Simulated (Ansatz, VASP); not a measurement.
# Zn: VASP beside Ansatz

INCAR

```
  PREC = Accurate
  ENCUT = 520
  EDIFF = 1E-7
  ISMEAR = 0
  SIGMA = 0.15
  LREAL = F
  LASPH = T
  NELM = 80
  ALGO = Normal
  ISIF = 2
  LWAVE = F
  LCHARG = F
  GGA = PE
  NBANDS = 12
```

Contents of KPOINTS:

```
Automatic mesh
0
Gamma
  20 20 20
```

File POSCAR:

```
Zn
1.0
    0.0000000000      1.9647760000      1.9156566000
    1.9647760000      0.0000000000      1.9156566000
    1.9647760000      1.9647760000      0.0000000000
Zn
1
Direct
    0.0000000000      0.0000000000      0.0000000000
```

Input for Ansatz:

```yaml
crystal:
  lattice:
    - [0.0, 1.964776, 1.9156566]
    - [1.964776, 0.0, 1.9156566]
    - [1.964776, 1.964776, 0.0]
  atoms:
    - { symbol: Zn, position: [0.0, 0.0, 0.0] }
basis:
  ecutwfc: 420
kpoints:
  mp_grid: { grid: [20, 20, 20] }
hamiltonian:
  xc: pbe
scf:
  occupations: { method: gaussian, width: 0.15 }
output:
  forces: true
  stress: true
  eigenvalues: true
```

Change from the starting cell: strain +0.000 along x and y, -0.025 along z, atoms carried along.

Alike in both runs: task single point; functional PBE; k mesh 20 × 20 × 20; occupations gaussian, width 0.15 eV; no spin polarisation.

```csv
,VASP,Ansatz
version,VASP 6.6.1,Ansatz 0.2.0
potentials or method,"VASP PAW PBE potentials, release 64 (Zn)","scalar-relativistic, plane waves, PAW"
plane-wave cutoff (eV),520,420
valence electrons in the cell,12,12
```

Ansatz gave:

* gap on the k mesh at the Fermi level (eV): none
* pressure (GPa): 1.9
* largest component of the traceless stress (GPa): 1.45

Question: What did VASP give for the same quantities?

Answer: gap on the k mesh at the Fermi level (eV): none; pressure (GPa): 2.3; largest component of the traceless stress (GPa): 1.45.

A gap of «none» marks a metal or a gap that the smearing closes.
